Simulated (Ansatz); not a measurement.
# Energy ranking of Si5C3 structures

Level of theory: DFT PBE, scalar-relativistic, plane waves, PAW in Ansatz. Settings: cutoff 420 eV, Γ-centred meshes spaced at most about 0.3 Å⁻¹, and about 0.25 Å⁻¹ or finer for metals (2π included), Gaussian smearing. No spin polarisation.

Energies over the elements count from the elements' standard structures at the same level, with no fitted energy shifts.

These are static total energies at zero pressure. The comparison covers the computed candidates alone. The k mesh leaves some 4 meV/atom of noise in the energy of each metallic cell. The zero gap of P-43m may come from the functional, which often closes small gaps. The reference form of C is held partly by dispersion forces, which this level lacks.

Invented guesses were relaxed alike, and ends that match in structure were merged. ΔE counts from the first row. Coordination counts C atoms around Si (those within 1.25 times the shortest such distance or 1.15 times the sum of covalent radii; the shortest distance is added where it is long for a bond; a slash parts the counts of unlike sites). The ends were matched against large subsets of the Crystallography Open Database and the Materials Project, so a missing match doesn't prove that a structure is unreported.

| # | reached from | type and space group | atoms | Å³/atom | coordination | ΔE (meV/atom) | gap on mesh (eV) | in databases |
| --- | --- | --- | --- | --- | --- | --- | --- | --- |
| 1 | a cell proposed by chemical analogy | P-4m2 (No. 115) | 8 | 12.4 | Si 2/4/8 from 3.5 Å | 0 | 0.00 | no match |
| 2 | a cell proposed by chemical analogy | R3m (No. 160) | 8 | 12.2 | Si 1/3/4/6 from 3.5 Å | 4 | 0.00 | no match |
| 3 | a cell proposed by chemical analogy | P3m1 (No. 156) | 8 | 12.2 | Si 1/3/4/6 from 3.5 Å | 24 | 0.00 | no match |
| 4 | a cell proposed by chemical analogy | P-43m (No. 215) | 8 | 12.7 | Si 3/12 from 3.3 Å | 116 | 0.00 | no match |

The first two are tied within the noise. The first: Space group P-4m2 (No. 115), tetragonal, a = 3.212 Å, c = 9.579 Å. Si on a site of symmetry 2mm has 4 C at 1.93 Å; Si on a second site of symmetry 2mm is surrounded by 2 C at 1.91 Å and 2 Si at 2.28 Å; around Si on a site of symmetry -4m2 lie 4 Si at 2.28 Å; C on a site of symmetry 2mm is surrounded by 4 Si at 1.91–1.93 Å; around C on a site of symmetry -4m2 lie 4 Si at 1.93 Å. Its energy over the elements is +0.09 eV/atom. A positive value: parting into the elements would lower its energy. An observed structure of this formula, if there is one, may be missing.

```cif
data_structure
_symmetry_space_group_name_H-M 'P-4m2'
_symmetry_Int_Tables_number 115
_cell_length_a 3.2121
_cell_length_b 3.2121
_cell_length_c 9.5788
_cell_angle_alpha 90.000
_cell_angle_beta 90.000
_cell_angle_gamma 90.000
_cell_volume 98.83
loop_
_atom_site_label
_atom_site_type_symbol
_atom_site_symmetry_multiplicity
_atom_site_Wyckoff_symbol
_atom_site_fract_x
_atom_site_fract_y
_atom_site_fract_z
_atom_site_occupancy
Si1 Si 2 g 0.50000 0.00000 0.38902 1
Si2 Si 2 g 0.00000 0.50000 0.16923 1
Si3 Si 1 a 0.00000 0.00000 0.00000 1
C1 C 2 f 0.50000 0.50000 0.27780 1
C2 C 1 d 0.00000 0.00000 0.50000 1
```

The second: Space group R3m (No. 160), trigonal, a = 3.178 Å, c = 33.546 Å. Si on its first site is surrounded by 1 C at 1.89 Å and 3 Si at 2.25 Å; around Si on its second site lie 4 C at 1.92–1.93 Å; Si on its third site is surrounded by 4 C at 1.90–1.93 Å; C on its first site is surrounded by 4 Si at 1.89–1.93 Å; 4 more sites not described. Counting C atoms around Si, the first has Si 2/4/8 from 3.5 Å and the second has Si 1/3/4/6 from 3.5 Å. The first and the second both hold Si–Si nets. Cells relaxed within their symmetry can be saddle points.
